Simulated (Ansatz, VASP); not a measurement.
**One calculation of Ti, two programs**

POSCAR

```
Ti
1.0
    3.0078578261      0.0000000000      0.0000000000
   -1.5039289131      2.6048812885      0.0000000000
    0.0000000000      0.0000000000      4.7717880089
Ti
2
Direct
    0.6666666667      0.3333333333      0.7500000000
    0.3333333333      0.6666666667      0.2500000000
```

File INCAR.step1:

```
  PREC = Accurate
  ENCUT = 520
  ISMEAR = -1
  SIGMA = 0.05
  LREAL = F
  LASPH = T
  NELM = 100
  NBANDS = 19
  GGA = PE
  ALGO = Normal
  EDIFF = 1E-4
  LWAVE = T
  LCHARG = F
```

Contents of INCAR.step2:

```
  PREC = Accurate
  ENCUT = 520
  EDIFF = 1E-6
  ISMEAR = -1
  SIGMA = 0.05
  LREAL = F
  LASPH = T
  NELM = 100
  ALGO = Normal
  ISIF = 2
  LWAVE = F
  LCHARG = F
  METAGGA = R2SCAN
  LMIXTAU = T
  NBANDS = 19
  ISTART = 1
```

The input KPOINTS:

```
regular mesh
0
Gamma
  10 10 6
```

Contents of input.yaml:

```yaml
crystal:
  lattice:
    - [3.0078578261, 0.0, 0.0]
    - [-1.5039289131, 2.6048812885, 0.0]
    - [0.0, 0.0, 4.7717880089]
  atoms:
    - { symbol: Ti, position: [0.6666666667, 0.3333333333, 0.75] }
    - { symbol: Ti, position: [0.3333333333, 0.6666666667, 0.25] }
hamiltonian:
  xc: r2scan
  pseudopotentials: { kind: paw }
kpoints:
  mp_grid: { grid: [10, 10, 6] }
scf:
  occupations: { method: fermi_dirac, width: 0.05 }
output:
  forces: true
  stress: true
  eigenvalues: true
  write_density: true
  write_potential: true
  elf: true
  volumetric_format: npy
```

Alike in both runs: task single point; functional r2SCAN; k mesh 10 × 10 × 6; occupations fermi-dirac, width 0.05 eV; no spin polarisation.

```csv
,VASP,Ansatz
version,VASP 6.6.1,Ansatz 0.2.0
potentials or method,"VASP PAW PBE potentials, release 64 (Ti_sv)",Ansatz PAW
plane-wave cutoff (eV),520,500
valence electrons in the cell,24,24
```

|  | VASP | Ansatz | Ansatz less VASP |
| --- | --- | --- | --- |
| gap on the k mesh at the Fermi level (eV) | none | none | - |
| pressure (GPa) | -7.6 | -7.9 | -0.30 |
| largest component of the traceless stress (GPa) | 0.23 | 0.25 | +0.026 |

A gap of «none» marks a metal or a gap that the smearing closes.

Caveats: the PAW data sets were made with another functional, which shifts forces and pressure a little (VASP); the PAW data sets come from PBE, with cores solved anew for the run's functional, which leaves a small shift of forces and pressure (Ansatz).
